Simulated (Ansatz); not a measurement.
# TiCo (Pm-3m) in Ansatz: reference runs

Reference runs on TiCo: the cell as given and a disturbed copy.

Program: Ansatz 0.2.0. These are calculated values, not measurements. Logs are shortened: lines on timing, memory, paths and dates and some standing lists are left out, and cuts for length are marked.

## (1) The structure

Symmetry: Pm-3m, No. 221, cubic system. The conventional cell has a = 2.986 Å, b = 2.986 Å, c = 2.986 Å, α = 90.00°, β = 90.00°, γ = 90.00°. Co (site symmetry m-3m) has 8 Ti at 2.59 Å as nearest neighbours. Ti (site symmetry m-3m) has 8 Co at 2.59 Å as nearest neighbours.

The cell comes from a database or a generator and needn't be the stable form of this composition.

## (2) Single point, PBEsol, collinear spin, ferromagnetic start

File input.yaml:

```yaml
crystal:
  lattice:
    - [2.98611099, 0.0, 0.0]
    - [0.0, 2.98611099, 0.0]
    - [0.0, 0.0, 2.98611099]
  atoms:
    - { symbol: Co, position: [0.5, 0.5, 0.5], spin: 2.0 }
    - { symbol: Ti, position: [0.0, 0.0, 0.0], spin: 1.0 }
kpoints:
  mp_grid: { grid: [9, 9, 9] }
scf:
  occupations: { method: fermi_dirac, width: 0.05 }
hamiltonian:
  xc: pbesol
  pseudopotentials: { kind: all_electron, lapw: { basis_error: 0.001 } }
magnetization:
  spin_polarized: true
output:
  forces: true
  stress: true
  eigenvalues: true
  populations: true
```

Potentials or basis: all-electron LAPW, scalar-relativistic.

The run is started by

```bash
$ ansatz run input.yaml --threads 2 --pin off --max-ram 6144MiB --backend cpu --events-out ev --progress --plain --runs-dir out
```

Log:

```text
Warning: RAYON_NUM_THREADS=2 ignored (pool sized by the plan → 2); use --threads N
Co: projections on atomic orbitals take those of the free atom 1s2 2s2 2p6 3s2 3p6 3d7 4s2, of charge +0.00 (hamiltonian.pseudopotentials.projection_atoms)
Ti: projections on atomic orbitals take those of the free atom 1s2 2s2 2p6 3s2 3p6 3d2 4s2, of charge +0.00 (hamiltonian.pseudopotentials.projection_atoms)
LAPW: plane waves up to 8.557 Å⁻¹, error target 1.0e-3 eV per atom; small_component_spin mean_spin; Ti in spheres of 1.287 Å, 12 of its electrons in bands, Dirac shells []; Co in spheres of 1.299 Å, 17 of its electrons in bands, Dirac shells [] (how accurate: hamiltonian.pseudopotentials.lapw.basis_error, Limitations)
Engine: ansatz 0.2.0, aarch64-unknown-linux-gnu
Pseudopotentials: kind: all_electron
Pseudopotential: Co, LAPW, valence charge 17, lapw/all_electron/scalar/gaussian/Co, Koelling and Harmon's equation, gaussian nucleus
Pseudopotential: Ti, LAPW, valence charge 12, lapw/all_electron/scalar/gaussian/Ti, Koelling and Harmon's equation, gaussian nucleus
Functional definition: PBEsol
  exchange = pbesol_x
  correlation = pbesol_c
Crystal: 2 atoms, lattice volume = 26.627 Å³
Basis set: ecut = 278.98988447865116 eV, 257 PW (Γ), exchange–correlation at level 2
Bands: 20, of which v1, the nominal top of the filled ones, is band 15 counted from 1 (14 counted from 0)
Symmetry: 48 space group operations
Space group: Pm-3m (ITA 221), of the structure as read, at distance tolerance 3.0e-5 Å
Magnetic group: BNS 221.92 (UNI 1594), of the structure as read, at distance tolerance 3.0e-5 Å
k-points: 35 of 729
Non-local potential: Co, projectors of the file, none
Non-local potential: Ti, projectors of the file, none
Initial density: superposition of atomic densities (chi_scale 0.1, normalization cell)
Starting moments: Σ|m| = 3 μB on 2 of 2 sites
Initial wavefunctions: plane waves of lowest kinetic energy (no species holds an atomic orbital)
Functional: x = pbesol(κ = 0.804, μ = 0.12345679012345678), c = pbesol(β = 0.046)
iter 1 solved again at ethr=2.73e-3 eV; its pass at ethr=1.00e-1 eV (dr2=7.92e-1 eV) is discarded
SCF iter   1: F=—  HF=-61092.991669 eV  |F-HF|=—  |Δ(HF+E_count)|=         —  Δρ=5.12e-2 (↑4.99e-2 ↓5.12e-2)  dr2=7.92e-1  dr2_m=5.12e-1  M=0.841 μB ∫|m|=0.869 μB  β_m=0.30  ethr=2.73e-3  ⟨swp⟩=2.0  Hψ=9540  notcnv=0
Mixer restart at iter 1: flushing history
preconditioner: auto → none  [metal: Δε(μ)=0.015 eV  Ē_g=4.979 eV  σ=0.050 eV  W_gap=0.08  n_scr=6 (ndim 8)  ℏωp=25.9 eV  f_vac=0.000  D(μ)=2.23/eV (n_scr^D=26)  sad-step TF]
SCF iter   2: F=—  HF=-61092.815851 eV  |F-HF|=—  |Δ(HF+E_count)|=   1.76e-1  Δρ=3.41e-2 (↑3.41e-2 ↓3.31e-2)  dr2=1.86e-1  dr2_m=2.48e-1  M=0.834 μB ∫|m|=0.891 μB  β_m=0.55  ethr=2.73e-3  ⟨swp⟩=2.1  Hψ=4344  notcnv=0
SCF iter   3: F=—  HF=-61093.018386 eV  |F-HF|=—  |Δ(HF+E_count)|=   2.03e-1  Δρ=2.90e-2 (↑1.95e-2 ↓2.90e-2)  dr2=8.22e-1  dr2_m=4.25e-2  M=0.513 μB ∫|m|=0.648 μB  β_m=0.45  ethr=6.43e-4  ⟨swp⟩=2.9  Hψ=4502  notcnv=0
iter 4 solved again at ethr=2.29e-5 eV; its pass at ethr=6.43e-4 eV (dr2=6.63e-3 eV) is discarded
SCF iter   4: F=—  HF=-61092.806405 eV  |F-HF|=—  |Δ(HF+E_count)|=   2.12e-1  Δρ=4.64e-3 (↑2.53e-3 ↓4.64e-3)  dr2=6.65e-3  dr2_m=9.00e-4  M=0.716 μB ∫|m|=0.867 μB  β_m=0.40  ethr=2.29e-5  ⟨swp⟩=2.0  Hψ=7318  notcnv=0
SCF iter   5: F=—  HF=-61092.805397 eV  |F-HF|=—  |Δ(HF+E_count)|=         —  Δρ=2.30e-3 (↑1.43e-3 ↓2.30e-3)  dr2=7.27e-4  dr2_m=5.63e-4  M=0.696 μB ∫|m|=0.853 μB  β_m=0.61  ethr=2.29e-5  ⟨swp⟩=2.8  Hψ=4119  notcnv=0
the basis was enlarged: its passes take 1.6 MiB over the memory plan, 2 of 2 planned eigensolver slots
SCF iter   6: F=—  HF=-61092.808997 eV  |F-HF|=—  |Δ(HF+E_count)|=   3.60e-3  Δρ=1.17e-3 (↑2.47e-4 ↓1.17e-3)  dr2=3.52e-4  dr2_m=1.11e-4  M=0.714 μB ∫|m|=0.877 μB  β_m=0.80  ethr=2.51e-6  ⟨swp⟩=3.0  Hψ=4323  notcnv=0
SCF iter   7: F=—  HF=-61092.809546 eV  |F-HF|=—  |Δ(HF+E_count)|=   5.49e-4  Δρ=3.35e-4 (↑2.33e-4 ↓3.35e-4)  dr2=4.54e-6  dr2_m=1.96e-5  M=0.721 μB ∫|m|=0.893 μB  β_m=0.90  ethr=1.21e-6  ⟨swp⟩=2.5  Hψ=4092  notcnv=0
SCF iter   8: F=—  HF=-61092.809606 eV  |F-HF|=—  |Δ(HF+E_count)|=   6.00e-5  Δρ=1.33e-4 (↑1.33e-4 ↓1.07e-4)  dr2=2.46e-5  dr2_m=1.55e-7  M=0.731 μB ∫|m|=0.910 μB  β_m=0.95  ethr=1.56e-8  ⟨swp⟩=3.0  Hψ=4506  notcnv=0
SCF iter   9: F=—  HF=-61092.809610 eV  |F-HF|=—  |Δ(HF+E_count)|=   4.07e-6  Δρ=2.79e-5 (↑9.70e-6 ↓2.79e-5)  dr2=5.79e-7  dr2_m=2.92e-8  M=0.735 μB ∫|m|=0.915 μB  β_m=0.98  ethr=1.56e-8  ⟨swp⟩=2.9  Hψ=4164  notcnv=0
SCF iter  10: F=—  HF=-61092.809610 eV  |F-HF|=—  |Δ(HF+E_count)|=   3.84e-7  Δρ=6.50e-6 (↑5.12e-6 ↓6.50e-6)  dr2=3.35e-9  dr2_m=7.79e-9  M=0.735 μB ∫|m|=0.915 μB  β_m=0.93  ethr=2.00e-9  ⟨swp⟩=2.2  Hψ=4013  notcnv=0
SCF iter  11: F=—  HF=-61092.809610 eV  |F-HF|=—  |Δ(HF+E_count)|=   5.03e-9  Δρ=1.66e-6 (↑1.44e-6 ↓1.66e-6)  dr2=4.28e-11  dr2_m=5.70e-10  M=0.735 μB ∫|m|=0.915 μB  β_m=0.89  ethr=1.16e-11  ⟨swp⟩=3.0  Hψ=4390  notcnv=0
SCF iter  12: F=-61092.809610 eV  HF=-61092.809610 eV  |F-HF|=8.00e-11  |Δ(HF+E_count)|=  4.87e-10  Δρ=3.72e-7 (↑2.89e-7 ↓3.72e-7)  dr2=1.21e-11  dr2_m=2.29e-11  M=0.735 μB ∫|m|=0.915 μB  ethr=1.10e-12 (applied; sched 1.00e-12)  ⟨swp⟩=2.5  Hψ=4095  notcnv=0
SCF 1 converged in 12 iterations: F = -61092.809610 eV  dr2 = 1.21e-11
SCF converged after 12 iterations
Magnetization: 0.7346 μB (14.8673 up, 14.1327 down)
Absolute magnetization: 0.9148 μB (∫|ρ↑−ρ↓|)
Spin contamination: 0.0544 ħ² per cell (⟨S²⟩ above its minimum at these occupations)
Per-site moments (μB) at R_I (Å): [(0.8180397508745383, 1.2985995057262567), (-0.036346912000658094, 1.2874484315985253)]
Free energy (F): -61092.809610 eV
Harris-Foulkes:  -61092.809610 eV  (|F-HF|=8.00e-11)
Internal energy: -61092.791359 eV  (E = F + TS)
E sigma→0 (E₀):  -61092.800485 eV
Entropy (-TS):   -0.018251 eV (-9.126 meV/atom)
Fermi energy:    16.950093 eV
--- Per-component energies (eV) ---
  E_band       = -393.488513
  E_kinetic    = 61869.037396
  E_xc         = -2712.180842
  E_electrostatic = -120249.647913  (all electrons and nuclei)
  E_smearing   = -0.018251  (= −TS)
  E_closure    = 0.000000  (closes the sum)
  E_atoms      = -61075.794362  (free atoms, spherical and without spin; not in F)
  Σ components = -61092.809610   (vs F -61092.809610, Δ=0.00e0)
  Basis errors (estimates in eV, not in F): energy 2.1e-4 per atom: plane waves 1.7e-4 (8.9e-5 summed), levels above the bands 1.2e-67, relativity 6.4e-9, radial functions 3.8e-5, core shells 7.3e-7; eigenvalues (radial functions only) 1.7e-6; not estimated: angular momenta, meshes, grids; target (lapw.basis_error) 1.0e-3; muffin-tin radii Ti 1.287 Å, Co 1.299 Å
--- Forces (eV/Å), atoms counted from 1 ---
  atom   1  Co    -0.00000000     0.00000000    -0.00000000
  atom   2  Ti    -0.00000000    -0.00000000     0.00000000
  max |Σ_I F_I| component: 3.19e-30 eV/Å
--- Stress (GPa, compression-positive) ---
       -8.090340       0.000000       0.000000
        0.000000      -8.090340       0.000000
        0.000000       0.000000      -8.090340
  P = ⅓ Tr σ = -8.0903 GPa (-80.903 kbar)
--- Band table (eV; the first three rows and the last of 70) ---
  k-point 0 ↑: bands = ["-78.3751", "-41.7835", "-41.7835", "-41.7835", "-39.9364", "-16.1466", "-16.1466", "-16.1466", "9.1917", "12.8017", "12.8017", "15.1251", "15.1251", "15.1251", "17.4593", "17.4593", "19.6427", "19.6427", "19.6427", "25.7666"]
  k-point 1 ↑: bands = ["-78.3749", "-41.7875", "-41.7833", "-41.7833", "-39.9313", "-16.1831", "-16.1441", "-16.1441", "9.4355", "12.9002", "12.9083", "15.1072", "15.1072", "15.1644", "17.3497", "17.4994", "19.3207", "19.3207", "19.5934", "24.6880"]
  k-point 2 ↑: bands = ["-78.3745", "-41.7975", "-41.7827", "-41.7827", "-39.9182", "-16.2748", "-16.1376", "-16.1376", "10.1342", "13.1656", "13.1771", "15.0671", "15.0671", "15.2680", "17.0424", "17.5203", "18.6433", "18.6433", "19.4646", "22.7657"]
  k-point 34 ↓: bands = ["-77.4183", "-40.8734", "-40.8733", "-40.8733", "-39.8615", "-16.3878", "-16.3878", "-16.3878", "14.4187", "14.5848", "14.5848", "14.8393", "14.8785", "14.8785", "16.9089", "16.9089", "19.9362", "19.9362", "23.8012", "24.3841"]
--- Löwdin populations: 2 sites ---
  site symbol       q [e]    m [muB]
     0     Co     26.7957     0.8100
     1     Ti     21.8668    -0.0406
  spilling = 0.006887 (of n_electrons = 49.000000)
```

Wall time 20 s (2 threads of Arm Neoverse N1, shared host); peak memory 0.41 GiB.

What came out:

| Item | Value |
| --- | --- |
| Free energy | -61092.8096 eV |
| Pressure | -8.1 GPa |
| Band gap on the k mesh | none (metal or under the smearing width) |
| Net moment | 0.73 μB per cell |
| Absolute moment | 0.91 μB per cell |
| Site moments | Co +0.82; Ti -0.04 μB |

## (3) Single point, PBEsol, collinear spin, ferromagnetic start (atoms moved at random, drawn with an rms of 0.05 Å)

input.yaml: that of step 2 with these lines changed.

```diff
@@ -6,4 +6,4 @@
   atoms:
-    - { symbol: Co, position: [0.5, 0.5, 0.5], spin: 2.0 }
-    - { symbol: Ti, position: [0.0, 0.0, 0.0], spin: 1.0 }
+    - { symbol: Co, position: [0.505521, 0.502271, 0.496601], spin: 2.0 }
+    - { symbol: Ti, position: [0.004793, -0.008548, -0.003604], spin: 1.0 }
 kpoints:
```

Potentials or basis: all-electron LAPW, scalar-relativistic.

The run is started by

```bash
$ ansatz run input.yaml --threads 2 --pin off --max-ram 6144MiB --backend cpu --events-out ev --progress --plain --runs-dir out
```

Log:

```text
Warning: RAYON_NUM_THREADS=2 ignored (pool sized by the plan → 2); use --threads N
Co: projections on atomic orbitals take those of the free atom 1s2 2s2 2p6 3s2 3p6 3d7 4s2, of charge +0.00 (hamiltonian.pseudopotentials.projection_atoms)
Ti: projections on atomic orbitals take those of the free atom 1s2 2s2 2p6 3s2 3p6 3d2 4s2, of charge +0.00 (hamiltonian.pseudopotentials.projection_atoms)
LAPW: plane waves up to 8.626 Å⁻¹, error target 1.0e-3 eV per atom; small_component_spin mean_spin; Ti in spheres of 1.276 Å, 12 of its electrons in bands, Dirac shells []; Co in spheres of 1.290 Å, 17 of its electrons in bands, Dirac shells [] (how accurate: hamiltonian.pseudopotentials.lapw.basis_error, Limitations)
[... 7 set-up lines as earlier in the session ...]
Crystal: 2 atoms, lattice volume = 26.627 Å³
Basis set: ecut = 283.49572318996746 eV, 257 PW (Γ), exchange–correlation at level 2
Bands: 20, of which v1, the nominal top of the filled ones, is band 15 counted from 1 (14 counted from 0)
Symmetry: 1 space group operations
Space group: P1 (ITA 1), of the structure as read, at distance tolerance 3.0e-5 Å
Magnetic group: BNS 1.1 (UNI 1), of the structure as read, at distance tolerance 3.0e-5 Å
[... 35 lines left out ...]
Entropy (-TS):   -0.018332 eV (-9.166 meV/atom)
Fermi energy:    16.950023 eV
--- Per-component energies (eV) ---
  E_band       = -393.484889
  E_kinetic    = 61869.063654
  E_xc         = -2712.186894
  E_electrostatic = -120249.665644  (all electrons and nuclei)
  E_smearing   = -0.018332  (= −TS)
  E_closure    = 0.000000  (closes the sum)
  E_atoms      = -61075.794362  (free atoms, spherical and without spin; not in F)
  Σ components = -61092.807215   (vs F -61092.807215, Δ=0.00e0)
  Basis errors (estimates in eV, not in F): energy 2.1e-4 per atom: plane waves 1.7e-4 (9.2e-5 summed), levels above the bands 1.3e-67, relativity 5.5e-9, radial functions 3.7e-5, core shells 9.3e-7; eigenvalues (radial functions only) 1.4e-6; not estimated: angular momenta, meshes, grids; target (lapw.basis_error) 1.0e-3; muffin-tin radii Ti 1.276 Å, Co 1.290 Å
--- Forces (eV/Å), atoms counted from 1 ---
  atom   1  Co    -0.00987386    -0.14657470    -0.00278021
  atom   2  Ti     0.00987387     0.14657459     0.00278019
  max |Σ_I F_I| component: 1.07e-7 eV/Å
--- Stress (GPa, compression-positive) ---
       -8.035152       0.001552       0.000030
        0.001552      -8.059751       0.000437
        0.000030       0.000437      -8.035046
  P = ⅓ Tr σ = -8.0433 GPa (-80.433 kbar)
--- Band table (eV; the first three rows and the last of 730) ---
  k-point 0 ↑: bands = ["-78.3735", "-41.7821", "-41.7820", "-41.7820", "-39.9362", "-16.1467", "-16.1465", "-16.1465", "9.1921", "12.8006", "12.8043", "15.1236", "15.1269", "15.1269", "17.4539", "17.4620", "19.6408", "19.6408", "19.6441", "25.7674"]
  k-point 1 ↑: bands = ["-78.3733", "-41.7860", "-41.7819", "-41.7817", "-39.9310", "-16.1830", "-16.1441", "-16.1440", "9.4358", "12.9013", "12.9085", "15.1055", "15.1089", "15.1660", "17.3459", "17.5002", "19.3214", "19.3222", "19.5922", "24.6882"]
  k-point 2 ↑: bands = ["-78.3729", "-41.7960", "-41.7812", "-41.7811", "-39.9180", "-16.2747", "-16.1377", "-16.1375", "10.1346", "13.1657", "13.1776", "15.0654", "15.0682", "15.2686", "17.0389", "17.5209", "18.6450", "18.6483", "19.4646", "22.7656"]
  k-point 364 ↓: bands = ["-77.4218", "-40.8959", "-40.8563", "-40.8552", "-39.8941", "-16.4506", "-16.1714", "-16.1712", "12.6476", "13.6241", "14.7612", "15.1572", "15.4561", "15.6296", "16.8844", "17.3039", "17.6678", "18.5854", "19.3017", "20.9178"]
--- Löwdin populations: 2 sites ---
  site symbol       q [e]    m [muB]
     0     Co     26.7959     0.8079
     1     Ti     21.8668    -0.0396
  spilling = 0.006883 (of n_electrons = 49.000000)
```

Run time: 4.7 min. Hardware: 2 threads of Arm Neoverse N1, shared host; peak memory 1.2 GiB.

Results:

- Free energy: -61092.8072 eV
- Pressure: -8.0 GPa
- Largest force: 0.147 eV/Å
- Band gap on the k mesh: none (metal or under the smearing width)
- Net moment: 0.73 μB per cell
- Absolute moment: 0.91 μB per cell
- Site moments: Co +0.82; Ti -0.03 μB

Forces in eV/Å, atoms in the order of the input:
```
Co  -0.010 -0.147 -0.003
Ti   0.010  0.147  0.003
```
